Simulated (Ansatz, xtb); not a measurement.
# Loss of CH4: C2H4O2 → CO2 + CH4

Species: C2H4O2 (acetic acid) `CC(=O)O`, singlet; CO2 (carbon dioxide) `O=C=O`, singlet; CH4 (methane) `C`, singlet. 

Shapes, held fixed at every level: PBE0-D4/def2-TZVP. Flexible molecules stand in one conformer, not always the lowest. Programs: Ansatz 0.2.0, xtb 6.7.1. The zero-point and thermal change to 298 K, harmonic and unscaled (PBE0-D4/def2-TZVP), is -9.3 kJ/mol.

**The experiment to reproduce.** Tabulated heats of formation (Active Thermochemical Tables, CRC Handbook of Chemistry and Physics): C2H4O2 -432.2 (CRC); CO2 -393.5 (ATcT); CH4 -74.5 (ATcT) kJ/mol, which give ΔH(298 K) = -35.8 kJ/mol.

```tsv
level	kind	ΔH (kJ/mol)	computed − measured
GFN1-xTB	semi-empirical	-57.3	-21.5
B3LYP-D4/def2-TZVPP	global hybrid	-45.9	-10.1
BHLYP-D4/def2-TZVPP	global hybrid	-32.2	+3.6
MP2/def2-SVP	perturbation theory	-62.5	-26.7
MP2/def2-TZVPP	perturbation theory	-50.4	-14.6
CCSD(T)/def2-SVP	coupled cluster or CI	-53.0	-17.2
CCSD/def2-SVP	coupled cluster or CI	-47.2	-11.4
CCSD/def2-TZVPP	coupled cluster or CI	-39.4	-3.6
CCSD(T)/CBS estimate	coupled cluster or CI	-34.5	+1.3
```

Nearest: CCSD(T)/CBS estimate (+1.3); farthest: MP2/def2-SVP (-26.7). 3 of 9 levels lie within 10 kJ/mol. The CBS estimate extrapolates MP2 from def2-TZVPP and def2-QZVPP and adds CCSD(T) − MP2 in the triple-zeta set, cores frozen.
